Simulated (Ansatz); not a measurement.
Rocksalt BeS, relaxed with r2SCAN in the PAW code Ansatz. Space group Fm-3m (No. 225), cubic; conventional cell a = 4.635 Å, 12.44 Å³ an atom. Around Be lie 6 S at 2.32 Å; around S lie 6 Be at 2.32 Å.

The axes x, y and z are those of this cell:
```
Be S
1.0
     0.00000    2.31730    2.31730
     2.31730    0.00000    2.31730
     2.31730    2.31730    0.00000
Be S
1 1
Cartesian
  0.0000 0.0000 0.0000
  2.3173 2.3173 2.3173
```

Unstrained: The PBE gap is indirect, 0.964 eV (Γ–K (0.40 of the way from Γ) to X), below the direct gap of 4.143 eV at X. The r2SCAN gap is indirect, 1.329 eV (Γ–K (0.40 of the way from Γ) to X), below the direct gap of 4.598 eV at X. HSE06 gives an indirect gap of 1.731 eV, from Γ–K (0.40 of the way from Γ) to X; the least direct gap is 5.213 eV at X. Meshes: PBE 10×10×10, r2SCAN 10×10×10, HSE06 6×6×6. Strains are changes of length per length. After each strain the atoms were relaxed again with r2SCAN within the symmetry that the strain leaves, so tilts or polar shifts that break it weren't tested; points keep the names that they have in the unstrained zone. These are computed values for a spin-unpolarised cell that may be hypothetical; none is a measurement.

Task: One strain changed the r2SCAN stress by xx -7.11, yy -4.05, zz -4.05 GPa (compression positive) and the gap by -0.281 eV (PBE), -0.313 eV (r2SCAN), -0.310 eV (HSE06). Which kind of strain was it, and roughly how large?

Result: Uniaxial +5.81 % along x, other directions held. The pattern of the stress gives the kind; the size needs the stiffness, so it is an estimate.

Task: Apply uniaxial +5.25 % along [111], other directions held. How far does the gap move, against the unstrained cell?

Result: PBE: the gap goes from 0.964 to 0.710 eV (-0.254 eV); the edges go from Γ–K (0.40) → X to (0.164, 0.164, 0.292) → X. r2SCAN: the gap goes from 1.329 to 1.065 eV (-0.264 eV); the edges go from Γ–K (0.40) → X to (0.164, 0.164, 0.292) → X. HSE06: the gap goes from 1.731 to 1.460 eV (-0.271 eV); the edges go from Γ–K (0.40) → X to (0.164, 0.164, 0.292) → X. The r2SCAN energy rises by 27.7 meV an atom.

Task: Estimate what epitaxial -3.11 % in the plane normal to [111], free normal strain +0.65 % does to the gap.

Result: PBE: the gap goes from 0.964 to 0.802 eV (-0.162 eV); the edges go from Γ–K (0.40) → X to (0.159, 0.159, 0.292) → X. r2SCAN: the gap goes from 1.329 to 1.149 eV (-0.180 eV); the edges go from Γ–K (0.40) → X to (0.159, 0.159, 0.292) → X. HSE06: the gap goes from 1.731 to 1.572 eV (-0.159 eV); the edges go from Γ–K (0.40) → X to (0.159, 0.159, 0.292) → X. The r2SCAN energy rises by 24.0 meV an atom.

Where an edge lies off the special points, it is a point of the mesh or the k point where a search put PBE's edge or least direct gap, reused for the other functionals, whose own edges may lie a little apart.

Coordinates of k points refer to the reciprocal vectors of the primitive cell of the runs.

The meshes of the hybrids are coarse, so their gaps aren't converged to the digits shown.
